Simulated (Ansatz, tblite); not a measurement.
**Group exchange: C3H7I + H3NO → C3H9N + HOI**

Species: C3H7I (1-iodopropane) `CCCI`, singlet; H3NO (hydroxylamine) `NO`, singlet; C3H9N (propylamine) `CCCN`, singlet; HOI (hypoiodous acid) `OI`, singlet. The partners trade I for NH2: C–I and O–NH2 bonds give way to C–NH2 and O–I.

Shapes, held fixed at every level: PBE0-D4/def2-TZVP. Flexible molecules stand in one conformer, not always the lowest. Programs: Ansatz 0.2.0, tblite 0.8.0. Electronic energies: no zero-point or thermal term.

Q: Estimate ΔE of this reaction.

A: The highest level, CCSD(T)/def2-TZVPP, gives ΔE = -43.9 kJ/mol; the levels span -55.9 to -43.6. The column of differences is taken from that level and isn't an error. No measured value is set beside it here. For atoms past krypton def2 sets carry core potentials with scalar relativity. Outer-core shells of I are correlated in most correlated rows, in sets that cover them unevenly.

| level | kind | ΔE (kJ/mol) | less CCSD(T)/def2-TZVPP |
| --- | --- | --- | --- |
| GFN1-xTB | semi-empirical | -55.9 | -12.0 |
| PBE-D4/def2-TZVPP | GGA | -47.1 | -3.2 |
| B3LYP-D4/def2-TZVPP | global hybrid | -50.2 | -6.3 |
| PBE0-D4/def2-TZVPP | global hybrid | -43.6 | +0.3 |
| wB97M-V/def2-TZVPP | range-separated hybrid | -48.3 | -4.4 |
| wB97X-V/def2-TZVPP | range-separated hybrid | -47.0 | -3.1 |
| CCSD/def2-TZVPP | coupled cluster or CI | -44.6 | -0.7 |
| CCSD(T)/def2-TZVPP | coupled cluster or CI | -43.9 | 0.0 |
